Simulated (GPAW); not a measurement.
# MgO (Fm-3m) in GPAW: a series of runs

Aim: see how the results for MgO move with the level of theory and the settings. Levels: TASK, GLLB-SC, OLYP+D4, rSCAN+D3(BJ). Tasks: density of states, single point, band structure, equation of state.

Everything below comes from runs of GPAW 26.7.0. Logs are shortened: lines on timing, memory, paths and dates and some standing lists are left out, and cuts for length are marked. The log counts tension as positive stress, the text compression.

**What was measured.**

“Electronic structure of alkaline earth and post-transition metal oxides”, 2009, arxiv:0908.1581 quotes, for a bulk crystal of MgO: band gap 7.83 eV.

The results are compared with them further down.

### Step 1. The structure

Symmetry: Fm-3m, No. 225, cubic system. The conventional cell has a = 4.194 Å, b = 4.194 Å, c = 4.194 Å, α = 90.00°, β = 90.00°, γ = 90.00°. Around Mg (site symmetry m-3m) lie 6 O at 2.10 Å. O (site symmetry m-3m) is surrounded by 6 Mg at 2.10 Å.

The cell is a database's computed one.

### Step 2. Density of states, TASK

run.py reads:

```python
import numpy as np
from ase.dft.bandgap import bandgap
from ase.io import write
from ase.spacegroup import crystal
from ase.units import Bohr
from gpaw import GPAW
from gpaw.elf import elf_from_dft_calculation

# Mg 4a
# O 4b
atoms = crystal(['Mg', 'O'],
                basis=[[0.0, 0.0, 0.0],
                       [0.5, 0.0, 0.0]],
                spacegroup=225, setting=1,  # Fm-3m
                cellpar=[4.19400279, 4.19400279, 4.19400279, 90.0, 90.0, 90.0],
                primitive_cell=True)

calc = GPAW(mode='fd',
            h=0.15,
            xc='MGGA_X_TASK+LDA_C_PW',
            kpts={'size': (8, 8, 8), 'gamma': False},
            occupations={'name': 'methfessel-paxton', 'width': 0.05},
            nbands=16,
            convergence={'density': 1e-05, 'energy': 1e-05},
            charge=0.5,
            maxiter=80,
            txt='gpaw.txt')
atoms.calc = calc
energy = atoms.get_potential_energy()
forces = atoms.get_forces()
calc.write('gs.gpw')
write('result.traj', atoms)
print(f'Energy: {energy:.6f} eV')
print('Forces (eV/A):')
print(forces.round(4))
print('Fermi level:', round(calc.get_fermi_level(), 4), 'eV')
print(f'Gap: {bandgap(calc)[0]:.4f} eV, direct: {bandgap(calc, direct=True)[0]:.4f} eV')

# fields on the real-space grid
write('density.cube', atoms, data=calc.get_pseudo_density() * Bohr**3)
write('potential.cube', atoms, data=calc.get_electrostatic_potential())
write('elf.cube', atoms, data=elf_from_dft_calculation(calc).data)

dense = calc.fixed_density(kpts={'size': (12, 12, 12), 'gamma': True}, update_fermi_level=True,
                           nbands=24, convergence={'bands': 'CBM+6.0', 'eigenstates': 1e-6}, txt='dos.txt')
ef = dense.get_fermi_level()
dos = dense.dos(shift_fermi_level=False)
energies = np.linspace(ef - 14, ef + 6, 401)
spins = [None]
columns = [energies] + [dos.raw_dos(energies, spin=s, width=0.2) for s in spins]
for symbol, l in [('Mg', 0), ('Mg', 1), ('O', 0), ('O', 1)]:
    for s in spins:
        columns.append(sum(dos.raw_pdos(energies, a=a.index, l=l, spin=s, width=0.2)
                           for a in atoms if a.symbol == symbol))
np.savetxt('dos.dat', np.array(columns).T, fmt='%.4f')
print('Fermi level on the dense mesh:', round(ef, 4), 'eV')
```

Potentials or basis: GPAW PAW data sets (gpaw-data 1.2.1), fd.

On the command line:

```console
$ OMP_NUM_THREADS=1 python run.py
```

gpaw.txt:

```text
__  _  _
 | _ |_)|_||  |
 |__||  | ||/\| - 26.7.0

Input parameters:
  mode=FD(),
  charge=0.5,
  convergence={'density': 1e-05, 'energy': 1e-05},
  h=0.15,
  kpts=MonkhorstPack(size=(8, 8, 8), gamma=False),
  maxiter=80,
  nbands=16,
  occupations=Occupations(name='methfessel-paxton', width=0.05),
  xc=XC(name='MGGA_X_TASK+LDA_C_PW')

Diagonalizing LCAO Hamiltonian
Converting LCAO to fd mode

              O

       Mg

Atoms  # Å, Bohr magnetons
|   | symbol |        x |        y |        z |    initial magnetic moments |
|---|--------|----------|----------|----------|-----------------------------|
| 0 |     Mg | 0.000000 | 0.000000 | 0.000000 | ( 0.0000,  0.0000,  0.0000) |
| 1 |      O | 2.097001 | 2.097001 | 2.097001 | ( 0.0000,  0.0000,  0.0000) |

Unit cell  # Å
| periodic |        x |        y |        z |  lengths |    angles |
|----------|----------|----------|----------|----------|-----------|
|      yes | 0.000000 | 2.097001 | 2.097001 | 2.965608 | 60.000000 |
|      yes | 2.097001 | 0.000000 | 2.097001 | 2.965608 | 60.000000 |
|      yes | 2.097001 | 2.097001 | 0.000000 | 2.965608 | 60.000000 |

Number of symmetries: 48
Symmetry operations  # r_c * U_cc + t_c -> r_c
|    | kind |            matrix            |
|----|------|------------------------------|
|  0 |  σ   |  1, 0, 0,  1, 0,-1,  1,-1, 0 |
|  1 |  C2  |  1, 0, 0,  1,-1, 0,  1, 0,-1 |
|  2 |  E   |  1, 0, 0,  0, 1, 0,  0, 0, 1 |
|  3 |  σ   |  1, 0, 0,  0, 0, 1,  0, 1, 0 |
|  4 |  C4  |  1, 0,-1,  1, 0, 0,  1,-1, 0 |
|  5 |  S6  |  1, 0,-1,  1,-1, 0,  1, 0, 0 |
|  6 |  σ   |  1, 0,-1,  0, 1,-1,  0, 0,-1 |
|  7 |  C3  |  1, 0,-1,  0, 0,-1,  0, 1,-1 |
|  8 |  S6  |  1,-1, 0,  1, 0, 0,  1, 0,-1 |
|  9 |  C4  |  1,-1, 0,  1, 0,-1,  1, 0, 0 |
| 10 |  C3  |  1,-1, 0,  0,-1, 1,  0,-1, 0 |
| 11 |  σ   |  1,-1, 0,  0,-1, 0,  0,-1, 1 |
| 12 |  σ   |  0, 1, 0,  1, 0, 0,  0, 0, 1 |
| 13 |  C4  |  0, 1, 0,  0, 1,-1, -1, 1, 0 |
| 14 |  C3  |  0, 1, 0,  0, 0, 1,  1, 0, 0 |
| 15 |  S6  |  0, 1, 0, -1, 1, 0,  0, 1,-1 |
| 16 |  C2  |  0, 1,-1,  1, 0,-1,  0, 0,-1 |
| 17 |  σ   |  0, 1,-1,  0, 1, 0, -1, 1, 0 |
| 18 |  S4  |  0, 1,-1,  0, 0,-1,  1, 0,-1 |
| 19 |  C4  |  0, 1,-1, -1, 1, 0,  0, 1, 0 |
| 20 |  C3  |  0, 0, 1,  1, 0, 0,  0, 1, 0 |
| 21 |  σ   |  0, 0, 1,  0, 1, 0,  1, 0, 0 |
| 22 |  S6  |  0, 0, 1,  0,-1, 1, -1, 0, 1 |
| 23 |  C4  |  0, 0, 1, -1, 0, 1,  0,-1, 1 |
| 24 |  S4  |  0, 0,-1,  1, 0,-1,  0, 1,-1 |
| 25 |  C3  |  0, 0,-1,  0, 1,-1,  1, 0,-1 |
| 26 |  C2  |  0, 0,-1,  0,-1, 0, -1, 0, 0 |
| 27 |  S6  |  0, 0,-1, -1, 0, 0,  0,-1, 0 |
| 28 |  S4  |  0,-1, 1,  1,-1, 0,  0,-1, 0 |
| 29 |  C4  |  0,-1, 1,  0, 0, 1, -1, 0, 1 |
| 30 |  C2  |  0,-1, 1,  0,-1, 0,  1,-1, 0 |
| 31 |  σ   |  0,-1, 1, -1, 0, 1,  0, 0, 1 |
| 32 |  C3  |  0,-1, 0,  1,-1, 0,  0,-1, 1 |
| 33 |  S6  |  0,-1, 0,  0, 0,-1, -1, 0, 0 |
| 34 |  S4  |  0,-1, 0,  0,-1, 1,  1,-1, 0 |
| 35 |  C2  |  0,-1, 0, -1, 0, 0,  0, 0,-1 |
| 36 |  C2  | -1, 1, 0,  0, 1, 0,  0, 1,-1 |
| 37 |  S6  | -1, 1, 0,  0, 1,-1,  0, 1, 0 |
| 38 |  S4  | -1, 1, 0, -1, 0, 1, -1, 0, 0 |
| 39 |  C3  | -1, 1, 0, -1, 0, 0, -1, 0, 1 |
| 40 |  S6  | -1, 0, 1,  0, 0, 1,  0,-1, 1 |
| 41 |  C2  | -1, 0, 1,  0,-1, 1,  0, 0, 1 |
| 42 |  C3  | -1, 0, 1, -1, 1, 0, -1, 0, 0 |
| 43 |  S4  | -1, 0, 1, -1, 0, 0, -1, 1, 0 |
| 44 |  C2  | -1, 0, 0,  0, 0,-1,  0,-1, 0 |
| 45 |  i   | -1, 0, 0,  0,-1, 0,  0, 0,-1 |
| 46 |  σ   | -1, 0, 0, -1, 1, 0, -1, 0, 1 |
| 47 |  C2  | -1, 0, 0, -1, 0, 1, -1, 1, 0 |

[... 65 lines left out ...]

  O:
    name:    Oxygen
    Z:       8.0
    valence: 6
    core:    2
    charge:  0.0  # [|e|]
    compensation charges:
      type: gauss
      rc: 0.21  # [Å]
      lmax: 2
    cutoffs:
      filter: 1.17  # [Å]
      core: 0.83  # [Å]
    projectors
    | kind |    occ | energy [eV] | rcut [Å] |
    |------|--------|-------------|----------|
    |   2s |  2.000 |     -23.961 |    0.688 |
    |   2p |  4.000 |      -9.029 |    0.598 |
    |    s |        |       3.251 |    0.688 |
    |    p |        |      18.182 |    0.598 |
    |    d |        |       0.000 |    0.619 |

    Using partial waves for O as LCAO basis

Reference energy: -7490.497190  # eV

eigensolver:
  PPCG
  Converge bands: occupied
  niter=2

density mixing:
  MSR1-Mixer
  Pratt-step length: 0.05
  Maximum mixing coefficient: 0.75
  Old densities: 10
  SVD Regularization: 0.005
  Good broyden scale: 1.0
  Trust region scale: 1.0
  Backstep threshold: 4.0
  History deletion threshold: 6.0
  Fourier metric: weight=20.0, sigma=0.015

occupation numbers:
  Methfessel-Paxton:
    width: 0.0500  # eV
    order: 0

FastPoissonSolver using
    Stencil: 12*3+1=37 point O(h^6) finite-difference Laplacian
    FFT axes: [np.int64(0), np.int64(1), np.int64(2)]
    FST axes: []

xc functional:
  name: MGGA_X_TASK+LDA_C_PW with 2 nearest neighbor stencil
interpolation: tri-quintic # 5. degree polynomial

convergence criteria:
- Maximum integral of absolute [dens]ity change: 1e-05 electrons / valence electron
- Maximum [total energy] change in last 3 cyles: 1e-05 eV / valence electron
- Maximum integral of absolute [eigenst]ate change: 4e-08 eV^2 / valence electron
maximum number of iterations: 80

SCF iterations
|iter     | |      energy | eigst |  dens |
|---------|-|-------------|-------|-------|
|iter:   1| |  -31.188442 | +0.46 |       |
|iter:   2| |  -19.266265 | -0.79 | -0.96 |
|iter:   3| |  -19.908502 | +0.18 | -0.98 |
|iter:   4| |  -18.088018 | -0.44 | -1.01 |
|iter:   5| |  -18.078193 | -1.43 | -1.68 |
|iter:   6| |  -18.088862 | -2.14 | -2.22 |
|iter:   7| |  -18.089514 | -3.21 | -2.98 |
|iter:   8| |  -18.089631 | -3.79 | -3.49 |
|iter:   9| |  -18.089632c| -5.32 | -4.60 |
|iter:  10| |  -18.089632c| -6.50 | -5.17c|
|iter:  11| |  -18.089632c| -7.60c| -5.52c|

Converged in 11 steps
Energy contributions relative to reference atoms: (reference = -7490.497190)

Energy contributions:
  Kinetic:          14.019071
  Coulomb:         -18.342053
  Zero:              0.310639
  External:          0.000000
  Xc:              -14.075875
  Entropy:          -0.002828
  Spinorbit:         0.000000
  ----------------------------
  Free energy:     -18.091046
  Extrapolated:    -18.089632

dipole moment: (-4.873379, -4.873379, -4.873379)  # |e|*Ang

Fermi level: 3.440
Eigenvalues  # (at kpt = [0.062, 0.062, -0.062])
| band index |      eig [eV] | occ [0-2] |
|------------|---------------|-----------|
|          0 |       -70.900 |     2.000 |
|          1 |       -35.742 |     2.000 |
|          2 |       -35.734 |     2.000 |
|          3 |       -35.731 |     2.000 |
|          4 |       -14.688 |     2.000 |
|          5 |         3.298 |     2.000 |
|          6 |         3.775 |     0.000 |
|          7 |         3.850 |     0.000 |
|          8 |        13.361 |     0.000 |
|          9 |        22.468 |     0.000 |
|         10 |        24.609 |     0.000 |
|         11 |        24.618 |     0.000 |
|         12 |        29.215 |     0.000 |
|         13 |        30.636 |     0.000 |
|        ... |               |           |
|         15 |        36.034 |     0.000 |

No gap
No difference between direct/indirect transitions

Forces  # eV/Ang
|        x |        y |        z |
|----------|----------|----------|
| -0.00000 | -0.00000 | -0.00000 |  # Mg   0
|  0.00000 |  0.00000 | -0.00000 |  # O    1

# Writing to gs.gpw (mode='')
```

stdout:

```text
Energy: -18.089632 eV
Forces (eV/A):
[[-0. -0. -0.]
 [ 0.  0. -0.]]
Fermi level: 3.4396 eV
Gap: 0.0000 eV, direct: 0.0000 eV
Fermi level on the dense mesh: 3.4252 eV
```

Run time: 2.5 min. Hardware: 1 thread of Arm Neoverse V1, shared host; peak memory 0.48 GiB.

Results:

```yaml
Free_energy: -18.0910 eV
Band_gap_on_the_k_mesh: none (metal or under the smearing width)
Density_of_states_at_the_Fermi_level: 2.06 states/eV per cell
```

Levels at points of the mesh, in eV from the Fermi level:
| k point | band 4 | band 5 | band 6 | band 7 | band 8 | band 9 | band 10 | band 11 | band 12 |
| --- | --- | --- | --- | --- | --- | --- | --- | --- | --- |
| (0.06, 0.06, -0.06) | -39.17 | -18.13 | -0.14 | 0.33 | 0.41 | 9.92 | 19.03 | 21.17 | 21.18 |

States per cell in windows of 1 eV (zero at the Fermi level; states under -8 eV left out):
```tsv
from (eV)	total
-8.0	0.00
-7.0	0.00
-6.0	0.00
-5.0	0.00
-4.0	0.24
-3.0	1.47
-2.0	1.05
-1.0	2.64
0.0	0.60
1.0	0.00
2.0	0.00
3.0	0.00
4.0	0.00
5.0	0.00
```

Caveat: the cell carries a net charge on a neutralising background, which shifts energy and pressure; the real-space grid adds noise to forces; the PAW data sets were made with another functional, which shifts forces and pressure a little.

### Step 3. Single point, GLLB-SC (volume scaled by 1.04)

run.py reads:

```python
from ase.dft.bandgap import bandgap
from ase.io import read, write
from gpaw import GPAW

atoms = read('MgO.xyz')

calc = GPAW(mode='fd',
            h=0.16,
            xc='GLLBSC',
            kpts={'size': (9, 9, 9), 'gamma': True},
            occupations={'name': 'fermi-dirac', 'width': 0.001},
            nbands=12,
            convergence={'density': 1e-05, 'energy': 1e-05},
            maxiter=50,
            txt='gpaw.txt')
atoms.calc = calc
energy = atoms.get_potential_energy()
calc.write('gs.gpw')
write('result.traj', atoms)
print('Fermi level:', round(calc.get_fermi_level(), 4), 'eV')
print(f'Gap: {bandgap(calc)[0]:.4f} eV, direct: {bandgap(calc, direct=True)[0]:.4f} eV')
```

MgO.xyz reads:

```xyz
2
Lattice="0.0000000000 2.1245966808 2.1245966808 2.1245966808 0.0000000000 2.1245966808 2.1245966808 2.1245966808 0.0000000000" Properties=species:S:1:pos:R:3 pbc="T T T"
Mg     0.0000000000      0.0000000000      0.0000000000
O      2.1245966808      2.1245966808      2.1245966808
```

Potentials or basis: the program's PAW data sets (release 1.2.1) made for this functional, fd.

On the command line:

```console
$ OMP_NUM_THREADS=1 python run.py
```

It took 20 s on 1 thread of Arm Neoverse V1, shared host; peak memory 0.16 GiB.

These settings aren't checked as converged: the numbers below hold their error.

What came out:

```yaml
Band_gap_on_the_k_mesh_Kohn-Sham_part_alone: 5.70 eV, direct
```

Caveat: the real-space grid adds noise to forces; a model potential gives levels but no total energy.

### Step 4. Band structure, OLYP+D4

run.py reads:

```python
from ase.calculators.mixing import SumCalculator
from ase.dft.bandgap import bandgap
from ase.io import read, write
from dftd4.ase import DFTD4
from gpaw import GPAW, setup_paths

setup_paths.insert(0, '.')

atoms = read('MgO.cif')

calc = GPAW(mode='lcao',
            h=0.18,
            basis='dzp',
            xc='GGA_X_OPTX+GGA_C_LYP',
            kpts={'size': (11, 11, 11), 'gamma': True},
            occupations={'name': 'fermi-dirac', 'width': 0.05},
            convergence={'density': 1e-05, 'energy': 1e-05},
            maxiter=150,
            txt='gpaw.txt')
atoms.calc = SumCalculator([calc, DFTD4(method='olyp')])
energy = atoms.get_potential_energy()
forces = atoms.get_forces()
calc.write('gs.gpw')
write('result.traj', atoms)
print(f'Energy: {energy:.6f} eV')
print('Forces (eV/A):')
print(forces.round(4))
print('Fermi level:', round(calc.get_fermi_level(), 4), 'eV')
print(f'Gap: {bandgap(calc)[0]:.4f} eV, direct: {bandgap(calc, direct=True)[0]:.4f} eV')

path = atoms.cell.bandpath('GXWKGLUWLK,UX', npoints=60, eps=1e-4)
bs_calc = calc.fixed_density(kpts=path, symmetry='off', txt='bands.txt')
bs = bs_calc.band_structure()
bs.write('bs.json')
print(f'Gap on the path: {bandgap(bs_calc)[0]:.4f} eV')
```

MgO.cif reads:

```cif
data_MgO
_cell_length_a 2.96560781
_cell_length_b 2.96560781
_cell_length_c 2.96560781
_cell_angle_alpha 60.00000000
_cell_angle_beta 60.00000000
_cell_angle_gamma 60.00000000
_space_group_name_H-M_alt 'P1'
_space_group_name_Hall 'P 1'
_space_group_IT_number 1
loop_
_space_group_symop_operation_xyz
'x,y,z'
loop_
_atom_site_label
_atom_site_type_symbol
_atom_site_symmetry_multiplicity
_atom_site_Wyckoff_symbol
_atom_site_fract_x
_atom_site_fract_y
_atom_site_fract_z
_atom_site_occupancy
Mg1 Mg 1 a 0.0000000000 0.0000000000 0.0000000000 1
O1 O 1 a 0.5000000000 0.5000000000 0.5000000000 1
```

Potentials or basis: PAW data sets generated in the run's folder for this functional, lcao:dzp.

On the command line:

```console
$ gpaw-setup -f GGA_X_OPTX+GGA_C_LYP Mg O
$ OMP_NUM_THREADS=1 python run.py
```

It took 3.5 min on 1 thread of Arm Neoverse V1, shared host; peak memory 0.19 GiB.

The run converged. Its results:

* Free energy: -10.5233 eV
* Band gap on the k mesh: 5.04 eV, direct
* Band gap along the path: 5.04 eV, direct
* Dispersion energy per atom: -0.483 eV

Levels at the corners of the path, in eV from the valence-band top:
| point | band 6 | band 7 | band 8 | band 9 | band 10 |
| --- | --- | --- | --- | --- | --- |
| Γ | -0.04 | -0.04 | 0.00 | 5.04 | 29.24 |
| X | -3.89 | -1.33 | -1.31 | 10.51 | 13.83 |
| W | -2.84 | -2.82 | -1.76 | 12.45 | 12.48 |
| K | -3.35 | -2.64 | -1.14 | 10.86 | 12.45 |
| Γ | -0.04 | -0.04 | 0.00 | 5.04 | 29.24 |
| L | -4.57 | -0.67 | -0.67 | 8.23 | 13.26 |
| U | -3.35 | -2.64 | -1.14 | 10.86 | 12.45 |
| W | -2.84 | -2.82 | -1.76 | 12.45 | 12.48 |
| L | -4.57 | -0.67 | -0.67 | 8.23 | 13.26 |
| K | -3.35 | -2.64 | -1.14 | 10.86 | 12.45 |
| U | -3.35 | -2.64 | -1.14 | 10.86 | 12.45 |
| X | -3.89 | -1.33 | -1.31 | 10.51 | 13.83 |

Caveat: the real-space grid adds noise to forces; the basis of atomic orbitals isn't converged, which shifts pressures, moduli and gaps.

### Step 5. Equation of state, rSCAN+D3(BJ)

run.py reads:

```python
from ase.calculators.mixing import SumCalculator
from ase.eos import EquationOfState
from ase.io import Trajectory
from ase.spacegroup import crystal
from ase.units import GPa
from dftd3.ase import DFTD3
from gpaw import GPAW

# Mg 4a
# O 4b
atoms = crystal(['Mg', 'O'],
                basis=[[0.0, 0.0, 0.0],
                       [0.5, 0.0, 0.0]],
                spacegroup=225, setting=1,  # Fm-3m
                cellpar=[4.19400279, 4.19400279, 4.19400279, 90.0, 90.0, 90.0],
                primitive_cell=True)

traj = Trajectory('eos.traj', 'w')
volumes, energies = [], []
for x in [0.94, 0.96, 0.98, 1.0, 1.02, 1.04, 1.06]:
    a = atoms.copy()
    a.set_cell(atoms.cell * x**(1 / 3), scale_atoms=True)
    calc = GPAW(mode='fd',
                h=0.15,
                xc='MGGA_X_RSCAN+MGGA_C_RSCAN',
                kpts={'size': (6, 6, 6), 'gamma': True},
                occupations={'name': 'fermi-dirac', 'width': 0.05},
                nbands=16,
                convergence={'density': 1e-05, 'energy': 1e-05},
                maxiter=150,
                txt=f'eos-{x:.2f}.txt')
    a.calc = SumCalculator([calc, DFTD3(method='rscan', damping='d3bj')])
    energies.append(a.get_potential_energy())
    volumes.append(a.get_volume())
    calc.write(f'eos-{x:.2f}.gpw')
    traj.write(a)
    print(f'{x:.2f} {volumes[-1]:10.4f} A^3 {energies[-1]:14.6f} eV', flush=True)

v0, e0, B = EquationOfState(volumes, energies, eos='birchmurnaghan').fit()
print(f'V0 = {v0:.4f} A^3, E0 = {e0:.6f} eV, B0 = {B / GPa:.2f} GPa')
```

Potentials or basis: GPAW PAW data sets (gpaw-data 1.2.1), fd.

On the command line:

```console
$ OMP_NUM_THREADS=1 python run.py
```

Wall time 2.5 min (1 thread of Arm Neoverse V1, shared host); peak memory 0.51 GiB.

The run converged. Its results:

| Property | Result |
| --- | --- |
| Equilibrium volume | 9.21 Å³/atom (rough: see the caveat) |
| Bulk modulus | 159 GPa (rough) |

Energy against volume, from the lowest point:
```csv
volume (Å³/atom),energy (meV/atom)
8.668,17.83
8.853,7.31
9.037,1.59
9.221,0.00
9.406,1.97
9.590,7.15
9.775,15.29
```

Caveat: the k mesh is coarse (spacing up to 0.43 Å⁻¹), so the values aren't converged; the real-space grid adds noise to forces; the points scatter about the fit; the PAW data sets were made with another functional, which shifts forces and pressure a little.

### Step 6. How close it comes

Step 4. Against the measured gap of MgO, 7.83 eV (quoted in “Electronic structure of alkaline earth and post-transition metal oxides”, 2009, arxiv:0908.1581), the calculated 5.04 eV is off by -2.79 eV. The value is that of OLYP+D4 in an atomic basis (PAW data sets generated in the run's folder for this functional, lcao:dzp), whose error adds to the functional's,, without temperature or zero-point motion. The cell is a database's relaxed one, not the measured one, which moves gaps too.
